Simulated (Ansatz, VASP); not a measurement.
**One calculation of Ir, two programs**

```
Ir
1.0
    -1.60323    1.60323    1.60323
     1.60323   -1.60323    1.60323
     1.60323    1.60323   -1.60323
Ir
1
Cartesian
  0.0000 0.0000 0.0000
```

Alike in both runs: task single point; functional RPBE; k mesh 16 × 16 × 16; occupations fermi-dirac, width 0.1 eV; no spin polarisation.

```csv
,VASP,Ansatz
version,VASP 6.6.1,Ansatz 0.2.0
potentials or method,"VASP PAW PBE potentials, release 64 (Ir)","plane waves (420 eV) with PAW, scalar-relativistic"
plane-wave cutoff (eV),520,420
valence electrons in the cell,9,17
```

```csv
,VASP,Ansatz,Ansatz less VASP
pressure (GPa),-18.0,-18.2,-0.18
```

The two sets of potentials don't hold the same shells in valence.

Caveats: so large a pressure means that the cell lies far from this level's equilibrium, or that cutoff or potentials fall short (VASP); the potentials were made for another functional, which shifts forces and pressure (VASP). Spin-orbit coupling is left out, which matters for the levels of Ir.
